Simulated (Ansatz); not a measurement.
# AlN (P6_3mc): the host for defect calculations, part 3 of 3

Before any defect goes in: AlN (P6_3mc) at rest, and how it screens a charge.

Ansatz 0.2.0; plane-wave PAW DFT, PBEsol; relaxation of the host's cell and atoms; PAW set soft_1 (the session's first sound run).

So far. Step 3 (Dielectric tensors of the host): The principal values of the electronic dielectric tensor are 4.50, 4.50 and 4.73. The principal values of the static dielectric tensor are 8.20, 8.20 and 9.74.

## (7) Defect free supercell at the zone centre

Level of this step: plane-wave PAW DFT, PBEsol; single point of the defect-free host, a test of the k-point sampling; PAW set soft_1 (Ansatz).

The supercell is run at the zone centre, to see how far that sampling misses the dense mesh.

System of this step: AlN (P6_3mc). The cell holds 128 atoms: 64 Al and 64 N. Cell: a = 14.686 Å, b = 14.686 Å, c = 11.753 Å, α = 125.1°, β = 125.1°, γ = 94.5°.

pristine.sampling_gamma/input.yaml reads:

```yaml
crystal:
  lattice:
    - [-9.3408218355, 5.3929258863, 9.9673531998]
    - [9.3408218355, -5.3929258863, 9.9673531998]
    - [3.1136072122, 5.3929260012, -9.9673531998]
  atoms:
    - { symbol: Al, position: [0.2080918731, 0.0414252064, 0.0] }
    - { symbol: Al, position: [0.2080918731, 0.2914252064, 0.25] }
    - { symbol: Al, position: [0.4580918731, 0.0414252064, 0.25] }
    - { symbol: Al, position: [0.4580918731, 0.2914252064, 0.0] }
    - { symbol: Al, position: [0.1664252064, 0.0830918731, 0.25] }
    - { symbol: Al, position: [0.1664252064, 0.3330918731, 0.0] }
    - { symbol: Al, position: [0.4164252064, 0.0830918731, 0.0] }
    - { symbol: Al, position: [0.4164252064, 0.3330918731, 0.25] }
    - { symbol: "N", position: [0.0535747936, 0.1369081269, 0.25] }
    - { symbol: "N", position: [0.0535747936, 0.3869081269, 0.0] }
    - { symbol: "N", position: [0.3035747936, 0.1369081269, 0.0] }
    - { symbol: "N", position: [0.3035747936, 0.3869081269, 0.25] }
    - { symbol: "N", position: [0.0119081269, 0.1785747936, 0.0] }
    - { symbol: "N", position: [0.0119081269, 0.4285747936, 0.25] }
    - { symbol: "N", position: [0.2619081269, 0.1785747936, 0.25] }
    - { symbol: "N", position: [0.2619081269, 0.4285747936, 0.0] }
    - { symbol: Al, position: [0.2080918731, 0.0414252064, 0.5] }
    - { symbol: Al, position: [0.2080918731, 0.2914252064, 0.75] }
    - { symbol: Al, position: [0.4580918731, 0.0414252064, 0.75] }
    - { symbol: Al, position: [0.4580918731, 0.2914252064, 0.5] }
    - { symbol: Al, position: [0.1664252064, 0.0830918731, 0.75] }
    - { symbol: Al, position: [0.1664252064, 0.3330918731, 0.5] }
    - { symbol: Al, position: [0.4164252064, 0.0830918731, 0.5] }
    - { symbol: Al, position: [0.4164252064, 0.3330918731, 0.75] }
    - { symbol: "N", position: [0.0535747936, 0.1369081269, 0.75] }
    - { symbol: "N", position: [0.0535747936, 0.3869081269, 0.5] }
    - { symbol: "N", position: [0.3035747936, 0.1369081269, 0.5] }
    - { symbol: "N", position: [0.3035747936, 0.3869081269, 0.75] }
    - { symbol: "N", position: [0.0119081269, 0.1785747936, 0.5] }
    - { symbol: "N", position: [0.0119081269, 0.4285747936, 0.75] }
    - { symbol: "N", position: [0.2619081269, 0.1785747936, 0.75] }
    - { symbol: "N", position: [0.2619081269, 0.4285747936, 0.5] }
    - { symbol: Al, position: [0.2080918731, 0.5414252064, 0.0] }
    - { symbol: Al, position: [0.2080918731, 0.7914252064, 0.25] }
    - { symbol: Al, position: [0.4580918731, 0.5414252064, 0.25] }
    - { symbol: Al, position: [0.4580918731, 0.7914252064, 0.0] }
    - { symbol: Al, position: [0.1664252064, 0.5830918731, 0.25] }
    - { symbol: Al, position: [0.1664252064, 0.8330918731, 0.0] }
    - { symbol: Al, position: [0.4164252064, 0.5830918731, 0.0] }
    - { symbol: Al, position: [0.4164252064, 0.8330918731, 0.25] }
    - { symbol: "N", position: [0.0535747936, 0.6369081269, 0.25] }
    - { symbol: "N", position: [0.0535747936, 0.8869081269, 0.0] }
    - { symbol: "N", position: [0.3035747936, 0.6369081269, 0.0] }
    - { symbol: "N", position: [0.3035747936, 0.8869081269, 0.25] }
    - { symbol: "N", position: [0.0119081269, 0.6785747935, 0.0] }
    - { symbol: "N", position: [0.0119081269, 0.9285747936, 0.25] }
    - { symbol: "N", position: [0.2619081269, 0.6785747935, 0.25] }
    - { symbol: "N", position: [0.2619081269, 0.9285747936, 0.0] }
    - { symbol: Al, position: [0.2080918731, 0.5414252064, 0.5] }
    - { symbol: Al, position: [0.2080918731, 0.7914252064, 0.75] }
    - { symbol: Al, position: [0.4580918731, 0.5414252064, 0.75] }
    - { symbol: Al, position: [0.4580918731, 0.7914252064, 0.5] }
    - { symbol: Al, position: [0.1664252064, 0.5830918731, 0.75] }
    - { symbol: Al, position: [0.1664252064, 0.8330918731, 0.5] }
    - { symbol: Al, position: [0.4164252064, 0.5830918731, 0.5] }
    - { symbol: Al, position: [0.4164252064, 0.8330918731, 0.75] }
    - { symbol: "N", position: [0.0535747936, 0.6369081269, 0.75] }
    - { symbol: "N", position: [0.0535747936, 0.8869081269, 0.5] }
    - { symbol: "N", position: [0.3035747936, 0.6369081269, 0.5] }
    - { symbol: "N", position: [0.3035747936, 0.8869081269, 0.75] }
    - { symbol: "N", position: [0.0119081269, 0.6785747935, 0.5] }
    - { symbol: "N", position: [0.0119081269, 0.9285747936, 0.75] }
    - { symbol: "N", position: [0.2619081269, 0.6785747935, 0.75] }
    - { symbol: "N", position: [0.2619081269, 0.9285747936, 0.5] }
    - { symbol: Al, position: [0.7080918731, 0.0414252064, 0.0] }
    - { symbol: Al, position: [0.7080918731, 0.2914252064, 0.25] }
    - { symbol: Al, position: [0.9580918731, 0.0414252064, 0.25] }
    - { symbol: Al, position: [0.9580918731, 0.2914252064, 0.0] }
    - { symbol: Al, position: [0.6664252064, 0.0830918731, 0.25] }
    - { symbol: Al, position: [0.6664252064, 0.3330918731, 0.0] }
    - { symbol: Al, position: [0.9164252064, 0.0830918731, 0.0] }
    - { symbol: Al, position: [0.9164252064, 0.3330918731, 0.25] }
    - { symbol: "N", position: [0.5535747935, 0.1369081269, 0.25] }
    - { symbol: "N", position: [0.5535747935, 0.3869081269, 0.0] }
    - { symbol: "N", position: [0.8035747935, 0.1369081269, 0.0] }
    - { symbol: "N", position: [0.8035747935, 0.3869081269, 0.25] }
    - { symbol: "N", position: [0.5119081269, 0.1785747936, 0.0] }
    - { symbol: "N", position: [0.5119081269, 0.4285747936, 0.25] }
    - { symbol: "N", position: [0.7619081269, 0.1785747936, 0.25] }
    - { symbol: "N", position: [0.7619081269, 0.4285747936, 0.0] }
    - { symbol: Al, position: [0.7080918731, 0.0414252064, 0.5] }
    - { symbol: Al, position: [0.7080918731, 0.2914252064, 0.75] }
    - { symbol: Al, position: [0.9580918731, 0.0414252064, 0.75] }
    - { symbol: Al, position: [0.9580918731, 0.2914252064, 0.5] }
    - { symbol: Al, position: [0.6664252064, 0.0830918731, 0.75] }
    - { symbol: Al, position: [0.6664252064, 0.3330918731, 0.5] }
    - { symbol: Al, position: [0.9164252064, 0.0830918731, 0.5] }
    - { symbol: Al, position: [0.9164252064, 0.3330918731, 0.75] }
    - { symbol: "N", position: [0.5535747935, 0.1369081269, 0.75] }
    - { symbol: "N", position: [0.5535747935, 0.3869081269, 0.5] }
    - { symbol: "N", position: [0.8035747935, 0.1369081269, 0.5] }
    - { symbol: "N", position: [0.8035747935, 0.3869081269, 0.75] }
    - { symbol: "N", position: [0.5119081269, 0.1785747936, 0.5] }
    - { symbol: "N", position: [0.5119081269, 0.4285747936, 0.75] }
    - { symbol: "N", position: [0.7619081269, 0.1785747936, 0.75] }
    - { symbol: "N", position: [0.7619081269, 0.4285747936, 0.5] }
    - { symbol: Al, position: [0.7080918731, 0.5414252064, 0.0] }
    - { symbol: Al, position: [0.7080918731, 0.7914252064, 0.25] }
    - { symbol: Al, position: [0.9580918731, 0.5414252064, 0.25] }
    - { symbol: Al, position: [0.9580918731, 0.7914252064, 0.0] }
    - { symbol: Al, position: [0.6664252064, 0.5830918731, 0.25] }
    - { symbol: Al, position: [0.6664252064, 0.8330918731, 0.0] }
    - { symbol: Al, position: [0.9164252064, 0.5830918731, 0.0] }
    - { symbol: Al, position: [0.9164252064, 0.8330918731, 0.25] }
    - { symbol: "N", position: [0.5535747935, 0.6369081269, 0.25] }
    - { symbol: "N", position: [0.5535747935, 0.8869081269, 0.0] }
    - { symbol: "N", position: [0.8035747935, 0.6369081269, 0.0] }
    - { symbol: "N", position: [0.8035747935, 0.8869081269, 0.25] }
    - { symbol: "N", position: [0.5119081269, 0.6785747935, 0.0] }
    - { symbol: "N", position: [0.5119081269, 0.9285747936, 0.25] }
    - { symbol: "N", position: [0.7619081269, 0.6785747935, 0.25] }
    - { symbol: "N", position: [0.7619081269, 0.9285747936, 0.0] }
    - { symbol: Al, position: [0.7080918731, 0.5414252064, 0.5] }
    - { symbol: Al, position: [0.7080918731, 0.7914252064, 0.75] }
    - { symbol: Al, position: [0.9580918731, 0.5414252064, 0.75] }
    - { symbol: Al, position: [0.9580918731, 0.7914252064, 0.5] }
    - { symbol: Al, position: [0.6664252064, 0.5830918731, 0.75] }
    - { symbol: Al, position: [0.6664252064, 0.8330918731, 0.5] }
    - { symbol: Al, position: [0.9164252064, 0.5830918731, 0.5] }
    - { symbol: Al, position: [0.9164252064, 0.8330918731, 0.75] }
    - { symbol: "N", position: [0.5535747935, 0.6369081269, 0.75] }
    - { symbol: "N", position: [0.5535747935, 0.8869081269, 0.5] }
    - { symbol: "N", position: [0.8035747935, 0.6369081269, 0.5] }
    - { symbol: "N", position: [0.8035747935, 0.8869081269, 0.75] }
    - { symbol: "N", position: [0.5119081269, 0.6785747935, 0.5] }
    - { symbol: "N", position: [0.5119081269, 0.9285747936, 0.75] }
    - { symbol: "N", position: [0.7619081269, 0.6785747935, 0.75] }
    - { symbol: "N", position: [0.7619081269, 0.9285747936, 0.5] }
basis:
  ecutwfc: 420
  xc_grid: 2
hamiltonian:
  xc: pbesol
  pseudopotentials: { kind: paw, azcp: { folder: soft_1 }, xc_functional: pbe }
kpoints:
  mp_grid: { grid: [1, 1, 1] }
scf:
  occupations: { method: fermi_dirac, width: 0.01 }
  max_iter: 100
  lower_state_search: "off"
checkpoint:
  write: "../pristine.sampling_gamma.run"
  compress: false
  write_wavefunctions: false
  write_every: 100000
```

Run with:

```
$ ansatz run input.yaml --threads 32 --pin off --max-ram 84787MiB --backend cuda --events-out ev --progress --plain --runs-dir out --max-vram 78GiB
```

Numbers of over 12 decimals in the logs are rounded to 6 here.

What it wrote:

```text
[...]
GPU FFT provider: cuFFT
GPU libraries: cuBLAS 13.8.1, cuFFT 12.4.0, cuSOLVER 12.3.2
[...]
Crystal: 128 atoms, lattice volume = 1338.931 Å³
Basis set: ecut = 420 eV, 26161 PW (Γ), exchange–correlation on 200×200×160 points (8 copies of the dense FFT grid, shifted against one another)
Bands: 384, of which v1, the nominal top of the filled ones, is band 256 counted from 1 (255 counted from 0)
Symmetry: 128 space group operations
[...]
k-points: 1
[...]
GPU buffer pool allocated for 800000 grid points (all kernels)
[...]
SCF iter   1: F=—  HF=-58067.939419 eV  |Δ(HF+E_count)|=         —  Δρ=1.31e-1  dr2=2.81e2  Hψ=1704
[...]
SCF iter   5: F=—  HF=-57980.540953 eV  |Δ(HF+E_count)|=   1.43e-2  Δρ=2.73e-4  dr2=9.44e-4  Hψ=462
automatic band count: iteration 5 solves 297 bands in place of 384: the levels show a gap, and the empty bands left out lie too high to hold charge; the band table lists the bands solved (type scf.n_extra_bands for more)
SCF iter   6: F=—  HF=-57980.541551 eV  |Δ(HF+E_count)|=   5.98e-4  Δρ=3.49e-5  dr2=1.52e-5  Hψ=478
[...]
SCF iter   8: F=-57980.541177 eV  HF=-57980.541177 eV  |Δ(HF+E_count)|=   1.50e-8  Δρ=4.19e-7  dr2=1.88e-9  Hψ=557
SCF 1 converged in 8 iterations: F = -57980.541177 eV  dr2 = 1.88e-9
[...]
SCF converged after 8 iterations
Free energy (F): -57980.541177 eV
[...]
Internal energy: -57980.541177 eV  (E = F + TS)
E sigma→0 (E₀):  -57980.541177 eV
Fermi energy:    9.092449 eV
[...]
```

It took 1.2 s on 1 × NVIDIA GB200 with 32 threads of Arm Neoverse V2, shared host; peak memory 1.2 GiB; 3.5 s of CPU time.

## (8) Summary of results

| Property | Result |
| --- | --- |
| primitive cell vectors, lengths | 3.114, 3.114, 4.984 Å |
| electronic dielectric constant | principal values (4.50, 4.50, 4.73) |
| static dielectric constant | principal values (8.20, 8.20, 9.74) |
| gap on the k-mesh of the response run (PBEsol) | 4.10 eV |
| supercell relaxed in its symmetry less the displaced and relaxed one | 0.000 eV |
| energy an atom at the zone centre alone less that on the dense mesh | 0.008 eV |

**Reading.** Step 5: The energy fell by 5.029 eV from the randomly displaced start; the atoms end within 0.005 Å of the sites as typed, once the mean shift is taken out. The displaced cell ends within 0.01 eV of the symmetric one relaxed in its symmetry, so no lower structure shows in this supercell. The k-mesh can miss the band edges, so this gap is an upper bound at this level. All at zero temperature.

[Logs are printed without paths, hosts, clocks, repeated set-up lines and the standing remarks that a program may print on its own settings, such as how far it seeks lower states.]

[Hosts, paths, dates, database ids (printed as entryN), source tags and the programs' standing remarks are cut or masked in the printed files.]

[Runs of the host that timed out are not shown.]

[For some hosts the program warned that the k-mesh of the response run may be too coarse for force constants and the static dielectric constant; such warnings are not always shown.]
